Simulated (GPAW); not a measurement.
Zn:

```xyz
2
Lattice="2.6700 0.0000 0.0000 -1.3350 2.3123 0.0000 0.0000 0.0000 4.9660" Properties=species:S:1:pos:R:3 pbc="T T T"
Zn    1.3350    0.7708    3.7245
Zn    0.0000    1.5415    1.2415
```

* Program: GPAW 26.7.0
* Task: relaxation of cell and atoms
* Functional: LDA
* Potentials or basis: the program's PAW data sets (release 1.2.1) made for this functional
* Cutoff: 600 eV
* Basis: pw
* k mesh: 8 × 8 × 4
* Occupations: fermi-dirac, width 0.05 eV
* Spin: no spin polarisation

At the start: pressure -9.3 GPa; volume 15.33 Å³/atom.

Question: How do energy, volume and symmetry change on relaxing?

Answer: Over 30 steps the energy falls by 88.8 meV/atom and the volume is 13.29 Å³/atom (-13.3 %); space group P6_3/mmc (No. 194, to 0.05 Å).

The path:
```tsv
step	energy change (eV)	largest force (eV/Å)	pressure (GPa)	volume (Å³)
1	0.0000	0.0000	-9.31	30.66
2	-0.0227	0.0000	-8.59	30.25
3	-0.0599	0.0000	-7.04	29.49
4	-0.0972	0.0000	-4.50	28.47
5	-0.1196	0.0001	-0.93	27.33
6	-0.1209	0.0000	3.15	26.27
7	-0.1220	0.0000	3.01	26.30
8	-0.1241	0.0000	2.74	26.35
9	-0.1270	0.0000	2.35	26.42
10	-0.1301	0.0000	1.86	26.51
11	-0.1332	0.0000	1.29	26.62
12	-0.1359	0.0000	0.66	26.73
13	-0.1384	0.0000	-0.03	26.85
14	-0.1417	0.0000	-0.80	26.96
15	-0.1467	0.0000	-1.51	27.05
16	-0.1526	0.0000	-1.94	27.11
17	-0.1580	0.0000	-2.00	27.11
18	-0.1665	0.0000	-1.68	27.03
19	-0.1751	0.0000	-1.13	26.87
20	-0.1770	0.0000	-0.19	26.63
21	-0.1771	0.0000	-0.18	26.63
22	-0.1771	0.0000	-0.17	26.63
23	-0.1772	0.0000	-0.15	26.62
24	-0.1772	0.0000	-0.13	26.62
25	-0.1773	0.0000	-0.11	26.61
26	-0.1774	0.0000	-0.08	26.60
27	-0.1775	0.0000	-0.05	26.60
28	-0.1775	0.0000	-0.01	26.59
29	-0.1776	0.0000	0.03	26.58
30	-0.1776	0.0000	0.06	26.57
```

Final structure:
```xyz
2
Lattice="2.6408 0.0000 0.0000 -1.3204 2.2870 0.0000 0.0000 0.0000 4.3998" Properties=species:S:1:pos:R:3 pbc="T T T"
Zn    1.3204    0.7623    3.2999
Zn    0.0000    1.5247    1.1000
```

Caveat: later steps reuse the first step's grids; the volume moved by -13 % from the deposited cell, more than functionals usually miss.
